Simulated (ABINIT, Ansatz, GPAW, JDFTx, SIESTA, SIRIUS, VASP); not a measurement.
## One calculation of MgS, 7 ways

```
S Mg
1.0
     0.00000    2.60165    2.60165
     2.60165    0.00000    2.60165
     2.60165    2.60165    0.00000
S Mg
1 1
Direct
  0.50000 0.50000 0.50000
  0.00000 0.00000 0.00000
```

Alike in all runs: task single point; functional PBEsol; k mesh 9 × 9 × 9; occupations fermi-dirac, width 0.05 eV; no spin polarisation; no spin-orbit coupling. Pressure is positive in compression and, in plane waves, holds the error of the finite cutoff.

```tsv
program and potentials	plane-wave cutoff (eV)	notes	pressure (GPa)
SIESTA, files PseudoDojo sr-pbesol-0.4.1-standard, DZP (energy shift 0.003 Ry; two zetas on semicore shells)	-	atomic basis; 8 valence electrons an atom on average	1.22
GPAW, PAW data sets generated for this functional	800	8 valence electrons an atom on average	-0.90
Ansatz, all-electron LAPW, scalar-relativistic	-	-	-0.96
VASP, PBE PAW files Mg, S, 520 eV	520	potentials made for PBE; 4 valence electrons an atom on average	-1.14
SIRIUS, PseudoDojo 0.4.1 PBEsol standard (scalar relativistic)	1152	8 valence electrons an atom on average	-0.88
JDFTx, PseudoDojo-SR-PBEsol-0.4.1-standard with smoothed tails	1143	8 valence electrons an atom on average	-0.89
ABINIT, PseudoDojo NC SR PBEsol v0.4.1 standard	1143	8 valence electrons an atom on average	-0.89
```

The pressure spans -1.14 (VASP, PBE PAW files Mg, S, 520 eV) to 1.22 GPa (SIESTA, files PseudoDojo sr-pbesol-0.4.1-standard, DZP (energy shift 0.003 Ry; two zetas on semicore shells)), with all-electron results at -0.96. Rows in atomic bases carry the error of their basis and grid, which can be large.

The functional is the same throughout but for its coding, so the spread measures potentials, basis and numerics; runs on potential files found faulty are left out.
